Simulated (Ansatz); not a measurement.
Stackings of close-packed layers of V (one atom a layer), each relaxed to a stress under 0.05 GPa; h and k mark layers whose two neighbours have the same or different letters; energies count from the stacking AB (P6_3/mmc).

Theory: Ansatz, DFT PBE, scalar-relativistic, plane waves, PAW.

Cutoff 420 eV, Gaussian smearing of 0.10 eV, energies at zero smearing, symmetry of each start kept, no spin polarisation.

| start | atoms | k mesh | excess energy (meV/atom) | excess energy on a denser mesh (meV/atom) | spacing of like layers (Å) | a (Å) | denser mesh |
| --- | --- | --- | --- | --- | --- | --- | --- |
| ABC (kkk) | 3 | 18×18×7 | -10.7 | -11.3 | 2.275 | 2.655 | 30×30×14 |
| ABAC (khkh) | 4 | 18×18×5 | -16.9 | -17.5 | 2.300 | 2.637 | 30×30×10 |
| ABCACB (hkkhkk) | 6 | 18×18×4 | -12.3 | -12.4 | 2.324 | 2.624 | 30×30×8 |
| ABABCBCAC (khhkhhkhh) | 9 | 18×18×3 | -9.7 | -10.3 | 2.335 | 2.617 | 30×30×6 |
| ABCAC (kkkhh) | 5 | 18×18×4 | -8.1 | -8.4 | 2.331 | 2.620 | 30×30×8 |
| ABABACBABC (khhhkkkhkk) | 10 | 18×18×2 | -8.9 | -8.9 | 2.324 | 2.624 | 30×30×4 |

Zero in every row: gap on the mesh (eV).

Small energy differences in metals hang on the k mesh (about 10 mJ/m² or 1 to 2 meV/atom on the mesh of the relaxation).

The reference crystal is a form of V, which isn't its usual structure.